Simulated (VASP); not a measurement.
# GaAs (F-43m) in VASP: further runs, part 3 of 3

VASP 6.6.1.

**5. Single point, PBE, spin-orbit coupling, no magnetisation**

File INCAR:

```
SYSTEM = GaAs
PREC = Accurate ; ENCUT = 350
EDIFF = 1E-7 ; ISMEAR = 0
SIGMA = 0.02 ; LREAL = .False.
LASPH = .True. ; NELM = 100
ALGO = Normal ; ISIF = 2
LWAVE = .False. ; LCHARG = .False.
LNONCOLLINEAR = .True. ; MAGMOM = 0 0 0 0 0 0
LORBIT = 11 ; LSORBIT = .True.
GGA_COMPAT = .False. ; GGA = PE
NBANDS = 34
```

File KPOINTS:

```
Automatic mesh
0
Gamma
  7 7 7
  0 0 0
```

File POSCAR:

```
GaAs
1.0
    0.0000000000      2.8268500000      2.8268500000
    2.8268500000      0.0000000000      2.8268500000
    2.8268500000      2.8268500000      0.0000000000
As Ga
1 1
Direct
    0.7500000000      0.7500000000      0.7500000000
    0.0000000000      0.0000000000      0.0000000000
```

Potentials or basis: VASP PAW PBE potentials, release 64 (As, Ga_d).

Run with:

```console
> cat potpaw_PBE.64/As/POTCAR potpaw_PBE.64/Ga_d/POTCAR > POTCAR
> mpirun -np 1 vasp_ncl > vasp.out
```

OUTCAR:

```text
SYSTEM = GaAs
   PREC = Accurate
   ENCUT = 350
   EDIFF = 1E-7
   ISMEAR = 0
   LREAL = .False.
   LASPH = .True.
   NELM = 100
   ISIF = 2
   LNONCOLLINEAR = .True.
   LORBIT = 11
   LSORBIT = .True.
   GGA = PE

 Found     30 irreducible k-points:

 Following reciprocal coordinates:
            Coordinates               Weight
  0.000000  0.000000  0.000000      1.000000
  0.142857  0.000000  0.000000      4.000000
 -0.142857  0.000000  0.000000      4.000000
  0.285714  0.000000  0.000000      4.000000
 -0.285714  0.000000  0.000000      4.000000
  0.428571  0.000000  0.000000      4.000000
   k-points           NKPTS =     30   k-points in BZ     NKDIM =     30   number of bands    NBANDS=     34
   number of dos      NEDOS =    301   number of ions     NIONS =      2
   total plane-waves  NPLWV =  13824
   dimension x,y,z NGX =    24 NGY =   24 NGZ =   24
   dimension x,y,z NGXF=    48 NGYF=   48 NGZF=   48
   ions per type =               1   1
   NGX,Y,Z   is equivalent  to a cutoff of   9.98,  9.98,  9.98 a.u.
   NGXF,Y,Z  is equivalent  to a cutoff of  19.96, 19.96, 19.96 a.u.
 SYSTEM =  GaAs
   PREC   = accura    normal or accurate (medium, high low for compatibility)
   ISTART =      0    job   : 0-new  1-cont  2-samecut
   ICHARG =      2    charge: 1-file 2-atom 10-const
   ISPIN  =      1    spin polarized calculation?
   LNONCOLLINEAR =      T non collinear calculations
   LSORBIT =      T    spin-orbit coupling
   LASPH  =      T    aspherical Exc in radial PAW
   ENCUT  =  350.0 eV  25.72 Ry    5.07 a.u.   6.10  6.10  6.10*2*pi/ulx,y,z
   NELM   =    100;   NELMIN=  2; NELMDL= -5     # of ELM steps
   EDIFF  = 0.1E-06   stopping-criterion for ELM
   LREAL  =      F    real-space projection
   EDIFFG = 0.1E-05   stopping-criterion for IOM
   NSW    =      0    number of steps for IOM
   IBRION =     -1    ionic relax: 0-MD 1-quasi-New 2-CG
   NFREE  =      0    steps in history (QN), initial steepest desc. (CG)
   ISIF   =      2    stress and relaxation
   ISYM   =      2    0-nonsym 1-usesym 2-fastsym
   POTIM  = 0.5000    time-step for ionic-motion
   TEBEG  =    0.0;   TEEND  =   0.0 temperature during run
   PSTRESS=    0.0 pullay stress
   NELECT =      18.0000    total number of electrons
   NUPDOWN=      -1.0000    fix difference up-down
   EMIN   =  10.00;   EMAX   =-10.00  energy-range for DOS
   EFERMI =   0.00;   METHOD = LEGACY
   ISMEAR =     0;   SIGMA  =   0.02  broadening in eV -4-tet -1-fermi 0-gaus
   EFERMI_NEDOS =   21; number of points for ismear=-14 and -15
   IALGO  =     38    algorithm
   IMIX   =      4    mixing-type and parameters
     AMIX     =   0.40;   BMIX     =  1.00
     AMIX_MAG =   1.60;   BMIX_MAG =  1.00
  volume/ion in A,a.u.               =      22.59       152.44
  Fermi-wavevector in a.u.,A,eV,Ry     =   1.204628  2.276417 19.743799  1.451128
  Thomas-Fermi vector in A             =   2.340347
   LORBIT       =     11    0 simple, 1 ext, 2 COOP (PROOUT), +10 PAW based schemes
   GGA     = PE    functional components
   LHFCALC =     F    Hartree Fock is set to
   AEXX    =    0.0000 exact exchange contribution
   IVDW    =     0    specifies the selected vdW correction
   LEPSILON=     F    determine dielectric tensor
   LRPA    =     F    only Hartree local field effects (RPA)
 Gauss-broadening in eV      SIGMA  =   0.02
  energy-cutoff  :      350.00
  volume of cell :       45.18
 maximum number of plane-waves:      1366
   NGX = 13   NGY = 13   NGZ = 13

 number of electron      18.0000029 magnetization       0.0000000     -0.0000000      0.0000000

 number of electron      18.0000029 magnetization      -0.0000000     -0.0000000     -0.0000000

 number of electron      18.0000029 magnetization       0.0000000      0.0000000      0.0000000

[... 18 lines left out ...]
 k-point     1 :       0.0000    0.0000    0.0000
  band No.  band energies     occupation
      1     -11.1114      1.00000
      2     -11.1114      1.00000
      3     -11.1113      1.00000
      4     -11.1113      1.00000
      5     -10.6867      1.00000
      6     -10.6867      1.00000
[... 187 lines left out ...]
     29      14.8989      0.00000
     30      14.8989      0.00000

 [... further k-points ...]

 [bands above 30 left out]

------------------------ aborting loop because EDIFF is reached ----------------------------------------

  FORCE on cell =-STRESS in cart. coord.  units (eV):
  Direction    XX          YY          ZZ          XY          YZ          ZX
  --------------------------------------------------------------------------------------
  -------------------------------------------------------------------------------------
  Total        0.9299108      0.9299108      0.9299108      0.0000000      0.0000000      0.0000000
  in kB       32.9771845     32.9771845     32.9771845      0.0000000      0.0000000      0.0000000
  external PRESSURE =      32.9771845 kB  Pullay stress =       0.0000000 kB

 VOLUME and BASIS-vectors are now :
 -----------------------------------------------------------------------------
  energy-cutoff  :      350.00
  volume of cell :       45.18
      direct lattice vectors                 reciprocal lattice vectors
     0.000000000  2.826850000  2.826850000    -0.176875321  0.176875321  0.176875321
     2.826850000  0.000000000  2.826850000     0.176875321 -0.176875321  0.176875321
     2.826850000  2.826850000  0.000000000     0.176875321  0.176875321 -0.176875321

 POSITION                                       TOTAL-FORCE (eV/Angst)
 -----------------------------------------------------------------------------------
      4.24027      4.24027      4.24027         0.000000      0.000000      0.000000
      0.00000      0.00000      0.00000        -0.000000     -0.000000     -0.000000
 -----------------------------------------------------------------------------------
    total drift:                               -0.000003     -0.000003     -0.000003

  FREE ENERGIE OF THE ION-ELECTRON SYSTEM (eV)
  ---------------------------------------------------
  free  energy   TOTEN  =        -8.2585891844 eV

  energy  without entropy=       -8.2585891844  energy(sigma->0) =       -8.25858918

 Spin-Orbit-Coupling matrix elements

 Ion:    1  E_soc:     -0.0237451
 l=   1
     0.0000000    -0.0039499    -0.0039499
    -0.0039499     0.0000000    -0.0039499
    -0.0039499    -0.0039499     0.0000000
 l=   2
     0.0000000    -0.0000038     0.0000000    -0.0000038    -0.0000038
    -0.0000038     0.0000000    -0.0000029    -0.0000038    -0.0000010
     0.0000000    -0.0000029     0.0000000    -0.0000029     0.0000000
    -0.0000038    -0.0000038    -0.0000029     0.0000000    -0.0000010
    -0.0000038    -0.0000010     0.0000000    -0.0000010     0.0000000
 l=   3
     0.0000000     0.0000000     0.0000000     0.0000000     0.0000000     0.0000000     0.0000000
     0.0000000     0.0000000     0.0000000     0.0000000     0.0000000     0.0000000     0.0000000
     0.0000000     0.0000000     0.0000000     0.0000000     0.0000000     0.0000000     0.0000000
     0.0000000     0.0000000     0.0000000     0.0000000     0.0000000     0.0000000     0.0000000
     0.0000000     0.0000000     0.0000000     0.0000000     0.0000000     0.0000000     0.0000000
     0.0000000     0.0000000     0.0000000     0.0000000     0.0000000     0.0000000     0.0000000
     0.0000000     0.0000000     0.0000000     0.0000000     0.0000000     0.0000000     0.0000000

 Ion:    2  E_soc:     -0.0119386
 l=   1
     0.0000000    -0.0011576    -0.0011576
    -0.0011576     0.0000000    -0.0011576
    -0.0011576    -0.0011576     0.0000000
 l=   2
     0.0000000    -0.0001659     0.0000000    -0.0001659    -0.0006662
    -0.0001659     0.0000000    -0.0004997    -0.0001659    -0.0001666
     0.0000000    -0.0004997     0.0000000    -0.0004997     0.0000000
    -0.0001659    -0.0001659    -0.0004997     0.0000000    -0.0001666
    -0.0006662    -0.0001666     0.0000000    -0.0001666     0.0000000
 l=   3
     0.0000000     0.0000000     0.0000000     0.0000000     0.0000000     0.0000000     0.0000000
     0.0000000     0.0000000     0.0000000     0.0000000     0.0000000     0.0000000     0.0000000
     0.0000000     0.0000000     0.0000000     0.0000000     0.0000000     0.0000000     0.0000000
     0.0000000     0.0000000     0.0000000     0.0000000     0.0000000     0.0000000     0.0000000
     0.0000000     0.0000000     0.0000000     0.0000000     0.0000000     0.0000000     0.0000000
     0.0000000     0.0000000     0.0000000     0.0000000     0.0000000     0.0000000     0.0000000
     0.0000000     0.0000000     0.0000000     0.0000000     0.0000000     0.0000000     0.0000000

 total charge

# of ion       s       p       d       tot
------------------------------------------
    1        1.208   1.602   0.031   2.841
    2        0.881   0.803   9.993  11.677
--------------------------------------------------
tot          2.089   2.405  10.024  14.518

 magnetization (x)

# of ion       s       p       d       tot
------------------------------------------
    1       -0.000  -0.000   0.000  -0.000
    2        0.000   0.000   0.000   0.000
--------------------------------------------------
tot         -0.000   0.000   0.000   0.000

 magnetization (y)

# of ion       s       p       d       tot
------------------------------------------
    1        0.000   0.000  -0.000   0.000
    2        0.000  -0.000   0.000  -0.000
--------------------------------------------------
tot          0.000  -0.000  -0.000  -0.000

 magnetization (z)

# of ion       s       p       d       tot
------------------------------------------
    1        0.000   0.000   0.000   0.000
    2        0.000   0.000  -0.000   0.000
--------------------------------------------------
tot          0.000   0.000   0.000   0.000
```

stdout:

```text
POSCAR found type information on POSCAR AsGa
 POSCAR found :  2 types and       2 ions
 scaLAPACK will be used
 LDA part: xc-table for (Slater+PW92), standard interpolation
 POSCAR, INCAR and KPOINTS ok, starting setup
 FFT: planning ... GRIDC
 FFT: planning ... GRID_SOFT
 FFT: planning ... GRID
 WAVECAR not read
 entering main loop
```

Run time: 46 s. Hardware: 1 thread of Intel Xeon Platinum 8488C (Sapphire Rapids), shared host; peak memory 0.21 GiB.

The run converged, but some of its settings lie outside the range that counts as converged, so its numbers aren't taken as properties of the crystal.

Results:

| Property | Result |
| --- | --- |
| Free energy | -8.2586 eV |
| Pressure | 3.3 GPa |
| Valence electrons inside the program's atomic spheres | As 2.84; Ga 11.68 |

Caveat: the cutoff is under 1.25 times the usual one of these potentials, so pressure, stress and relaxed cells hold a basis-set (Pulay) error.

**6. The reference run**

An earlier run on the cell as given: functional PBEsol; potentials or basis VASP PAW PBE potentials, release 64 (As, Ga_d); cutoff 520 eV; k mesh 8 × 8 × 8; occupations fermi-dirac, width 0.05 eV; no spin polarisation.

* Pressure: 0.3 GPa
* Band gap on the k mesh: 0.46 eV, direct
